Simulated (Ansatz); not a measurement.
# CoSi64 (Co at a hexagonal site in Si, 64-site cell): the cost of one run

Method: DFT r2SCAN, scalar-relativistic, plane waves, PAW, and further levels as typed in the inputs, in Ansatz 0.2.0.

1 further run of the same task is left out (for a known fault of the program).

## (1) The system as given

Symmetry: R-3m, No. 166, trigonal system. The conventional cell has a = 15.361 Å, b = 15.361 Å, c = 18.814 Å, α = 90.00°, β = 90.00°, γ = 120.00°. Co (site symmetry -3m) is surrounded by 6 Si at 2.30 Å. Si (site symmetry m) is surrounded by 1 Co at 2.30 Å and 4 Si at 2.34 to 2.42 Å. Si (site symmetry 3m) is surrounded by 4 Si at 2.35 to 2.36 Å. Si (site symmetry m) has 4 Si at 2.34 to 2.35 Å as nearest neighbours. Si (site symmetry m) has 4 Si at 2.34 to 2.36 Å as nearest neighbours. Around Si (site symmetry 1) lie 4 Si at 2.34 to 2.35 Å. Only part of the 11 independent sites is listed.

As a file:

```
CELL_PARAMETERS angstrom
10.86200 0.00000 0.00000
0.00000 10.86200 0.00000
0.00000 0.00000 10.86200
ATOMIC_POSITIONS crystal
Co 0.31250 0.31250 0.31250
Si 0.50537 0.25061 0.25061
Si 0.25061 0.50537 0.25061
Si 0.25061 0.25061 0.50537
Si 0.11963 0.37439 0.37439
Si 0.37439 0.11963 0.37439
Si 0.37439 0.37439 0.11963
Si 0.49859 0.49859 0.49859
Si 0.99735 0.24930 0.24930
Si 0.24930 0.99735 0.24930
Si 0.24930 0.24930 0.99735
Si 0.12641 0.12641 0.12641
Si 0.62765 0.37570 0.37570
Si 0.37570 0.62765 0.37570
Si 0.37570 0.37570 0.62765
Si 0.00262 0.50202 0.50202
Si 0.50202 0.00262 0.50202
Si 0.50202 0.50202 0.00262
Si 0.12298 0.12298 0.62238
Si 0.12298 0.62238 0.12298
Si 0.62238 0.12298 0.12298
Si 0.99843 0.99843 0.49759
Si 0.99843 0.49759 0.99843
Si 0.49759 0.99843 0.99843
Si 0.50063 0.25094 0.75186
Si 0.50063 0.75186 0.25094
Si 0.25094 0.50063 0.75186
Si 0.75186 0.50063 0.25094
Si 0.25094 0.75186 0.50063
Si 0.75186 0.25094 0.50063
Si 0.12741 0.62657 0.62657
Si 0.62657 0.12741 0.62657
Si 0.62657 0.62657 0.12741
Si 0.12437 0.37406 0.87314
Si 0.12437 0.87314 0.37406
Si 0.37406 0.12437 0.87314
Si 0.87314 0.12437 0.37406
Si 0.37406 0.87314 0.12437
Si 0.87314 0.37406 0.12437
Si 0.00106 0.00106 0.00106
Si 0.99978 0.24912 0.74873
Si 0.99978 0.74873 0.24912
Si 0.24912 0.99978 0.74873
Si 0.74873 0.99978 0.24912
Si 0.24912 0.74873 0.99978
Si 0.74873 0.24912 0.99978
Si 0.62394 0.62394 0.62394
Si 0.62522 0.37588 0.87627
Si 0.62522 0.87627 0.37588
Si 0.37588 0.62522 0.87627
Si 0.87627 0.62522 0.37588
Si 0.37588 0.87627 0.62522
Si 0.87627 0.37588 0.62522
Si 0.50023 0.74955 0.74955
Si 0.74955 0.50023 0.74955
Si 0.74955 0.74955 0.50023
Si 0.12477 0.87545 0.87545
Si 0.87545 0.12477 0.87545
Si 0.87545 0.87545 0.12477
Si 0.00010 0.75042 0.75042
Si 0.75042 0.00010 0.75042
Si 0.75042 0.75042 0.00010
Si 0.62490 0.87458 0.87458
Si 0.87458 0.62490 0.87458
Si 0.87458 0.87458 0.62490
```

## (2) Relaxing the atoms: CoSi64 defect cell, total moment held at 1 μB

It takes the final geometry of an earlier run: starting moments are set anew.

Input file input.yaml:

```yaml
crystal:
  lattice:
    - [10.862, 0.0, 0.0]
    - [0.0, 10.862, 0.0]
    - [0.0, 0.0, 10.862]
  atoms:
    - { symbol: Co, position: [0.3125, 0.3125, 0.3125], spin: 1.0 }
    - { symbol: Si, position: [0.5053735645, 0.2506113002, 0.2506113002] }
    - { symbol: Si, position: [0.2506113002, 0.5053735645, 0.2506113002] }
    - { symbol: Si, position: [0.2506113002, 0.2506113002, 0.5053735645] }
    - { symbol: Si, position: [0.1196264355, 0.3743886998, 0.3743886998] }
    - { symbol: Si, position: [0.3743886998, 0.1196264355, 0.3743886998] }
    - { symbol: Si, position: [0.3743886998, 0.3743886998, 0.1196264355] }
    - { symbol: Si, position: [0.4985902781, 0.4985902781, 0.4985902781] }
    - { symbol: Si, position: [-0.0026479015, 0.2493021065, 0.2493021065] }
    - { symbol: Si, position: [0.2493021065, -0.0026479015, 0.2493021065] }
    - { symbol: Si, position: [0.2493021065, 0.2493021065, -0.0026479015] }
    - { symbol: Si, position: [0.1264097219, 0.1264097219, 0.1264097219] }
    - { symbol: Si, position: [0.6276479015, 0.3756978935, 0.3756978935] }
    - { symbol: Si, position: [0.3756978935, 0.6276479015, 0.3756978935] }
    - { symbol: Si, position: [0.3756978935, 0.3756978935, 0.6276479015] }
    - { symbol: Si, position: [0.0026175194, 0.5020171032, 0.5020171032] }
    - { symbol: Si, position: [0.5020171032, 0.0026175194, 0.5020171032] }
    - { symbol: Si, position: [0.5020171032, 0.5020171032, 0.0026175194] }
    - { symbol: Si, position: [0.1229828968, 0.1229828968, 0.6223824806] }
    - { symbol: Si, position: [0.1229828968, 0.6223824806, 0.1229828968] }
    - { symbol: Si, position: [0.6223824806, 0.1229828968, 0.1229828968] }
    - { symbol: Si, position: [-0.0015655947, -0.0015655947, 0.4975911318] }
    - { symbol: Si, position: [-0.0015655947, 0.4975911318, -0.0015655947] }
    - { symbol: Si, position: [0.4975911318, -0.0015655947, -0.0015655947] }
    - { symbol: Si, position: [0.5006256515, 0.2509373512, 0.7518584097] }
    - { symbol: Si, position: [0.5006256515, 0.7518584097, 0.2509373512] }
    - { symbol: Si, position: [0.2509373512, 0.5006256515, 0.7518584097] }
    - { symbol: Si, position: [0.7518584097, 0.5006256515, 0.2509373512] }
    - { symbol: Si, position: [0.2509373512, 0.7518584097, 0.5006256515] }
    - { symbol: Si, position: [0.7518584097, 0.2509373512, 0.5006256515] }
    - { symbol: Si, position: [0.1274088682, 0.6265655947, 0.6265655947] }
    - { symbol: Si, position: [0.6265655947, 0.1274088682, 0.6265655947] }
    - { symbol: Si, position: [0.6265655947, 0.6265655947, 0.1274088682] }
    - { symbol: Si, position: [0.1243743485, 0.3740626488, 0.8731415903] }
    - { symbol: Si, position: [0.1243743485, 0.8731415903, 0.3740626488] }
    - { symbol: Si, position: [0.3740626488, 0.1243743485, 0.8731415903] }
    - { symbol: Si, position: [0.8731415903, 0.1243743485, 0.3740626488] }
    - { symbol: Si, position: [0.3740626488, 0.8731415903, 0.1243743485] }
    - { symbol: Si, position: [0.8731415903, 0.3740626488, 0.1243743485] }
    - { symbol: Si, position: [0.0010639549, 0.0010639549, 0.0010639549] }
    - { symbol: Si, position: [-0.000223958, 0.2491249894, 0.7487257065] }
    - { symbol: Si, position: [-0.000223958, 0.7487257065, 0.2491249894] }
    - { symbol: Si, position: [0.2491249894, -0.000223958, 0.7487257065] }
    - { symbol: Si, position: [0.7487257065, -0.000223958, 0.2491249894] }
    - { symbol: Si, position: [0.2491249894, 0.7487257065, -0.000223958] }
    - { symbol: Si, position: [0.7487257065, 0.2491249894, -0.000223958] }
    - { symbol: Si, position: [0.6239360451, 0.6239360451, 0.6239360451] }
    - { symbol: Si, position: [0.625223958, 0.3758750106, 0.8762742935] }
    - { symbol: Si, position: [0.625223958, 0.8762742935, 0.3758750106] }
    - { symbol: Si, position: [0.3758750106, 0.625223958, 0.8762742935] }
    - { symbol: Si, position: [0.8762742935, 0.625223958, 0.3758750106] }
    - { symbol: Si, position: [0.3758750106, 0.8762742935, 0.625223958] }
    - { symbol: Si, position: [0.8762742935, 0.3758750106, 0.625223958] }
    - { symbol: Si, position: [0.500228896, 0.7495479075, 0.7495479075] }
    - { symbol: Si, position: [0.7495479075, 0.500228896, 0.7495479075] }
    - { symbol: Si, position: [0.7495479075, 0.7495479075, 0.500228896] }
    - { symbol: Si, position: [0.124771104, 0.8754520925, 0.8754520925] }
    - { symbol: Si, position: [0.8754520925, 0.124771104, 0.8754520925] }
    - { symbol: Si, position: [0.8754520925, 0.8754520925, 0.124771104] }
    - { symbol: Si, position: [0.0001027719, 0.7504243989, 0.7504243989] }
    - { symbol: Si, position: [0.7504243989, 0.0001027719, 0.7504243989] }
    - { symbol: Si, position: [0.7504243989, 0.7504243989, 0.0001027719] }
    - { symbol: Si, position: [0.6248972281, 0.8745756011, 0.8745756011] }
    - { symbol: Si, position: [0.8745756011, 0.6248972281, 0.8745756011] }
    - { symbol: Si, position: [0.8745756011, 0.8745756011, 0.6248972281] }
magnetization:
  spin_polarized: true
  initial_magnetization: 1
  spin_locking: { lock_magnetization: hard }
scf:
  occupations: { method: fixed }
output:
  forces: true
  stress: false
  eigenvalues: true
kpoints:
  mp_grid: { grid: [2, 2, 2], shift: [0.5, 0.5, 0.5] }
hamiltonian:
  xc: r2scan
relax:
  f_tol: 0.01
  max_steps: 60
```

The run is started by

```console
> ansatz run input.yaml --threads 8 --pin off --max-ram 18432MiB --backend cpu --events-out ev --progress --plain --runs-dir out
```

What time and memory should one allow on 8 threads of AMD EPYC 7R13 (Zen 3), shared host?

About 87 s, with a peak of 7.8 GiB.
